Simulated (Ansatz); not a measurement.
## A series in volume scale on HgSe

All results are calculated (Ansatz 0.2.0). Periodic Kohn-Sham DFT of a crystal at fixed atoms, scaled to volume_scale times the given cell; pressure positive in compression, energy less spherical unpolarised free atoms, largest_vzz the field gradient of largest size among the nuclei.

The cell before it is scaled or strained (space group F-43m, No. 216):
```
cell vectors (Å)
   0.0000     3.0360     3.0360
   3.0360     0.0000     3.0360
   3.0360     3.0360     0.0000
atoms (fractions of the cell vectors)
Hg  0.00000  0.00000  0.00000
Se  0.75000  0.75000  0.75000
```

Settings of every row: method all-electron PAW; functional PBE; relativity scalar; k mesh 8x8x8; filling fermi-dirac; smearing width 0.01 eV; nucleus gaussian.

Atom start moment: 0 on all atoms.

Limits: no spin-orbit coupling on heavy atoms.

```
row  volume scale  V (Å³/atom)  pressure (GPa)
  1          0.94       26.305           9.622
  2          0.98       27.424           6.314
  3          0.99       27.704           5.596
  4          1.01       28.264           4.275
  5          1.02       28.543               ?
  6          1.06       29.663           1.545
```

Question: what pressure should row 5 give?

Worked fit of pressure. Take u = (V_r/V)^(2/3) − 1 with V_r = 27.704 Å³ an atom, which is twice the finite (Eulerian) strain; such expansions in the strain, on which the Birch-Murnaghan equation of state is built, carry the rest volume and the bulk modulus. The shown rows have u = 0.03515, 0.0068, 0, -0.01325, -0.04453. Least squares give pressure = 5.5971 + 104.101 × u + 294.93 × u² GPa; a straight line predicts inner rows, each left out in turn, worse (root mean square 0.23 against 0.0065 GPa). The rows lie off it by 0.001, -0.005, -0.001, 0.005, -0.001 (root mean square 0.0033 GPa). The withheld row has u = -0.01969, so the fit gives 5.5971 + 104.101 × (-0.01969) + 294.93 × (-0.01969)² = 3.662 GPa.

The calculation gave 3.667 GPa. The fit lies 0.005 GPa (0.062 % of the column's range) below it; its largest miss of a shown row is 0.005 GPa.
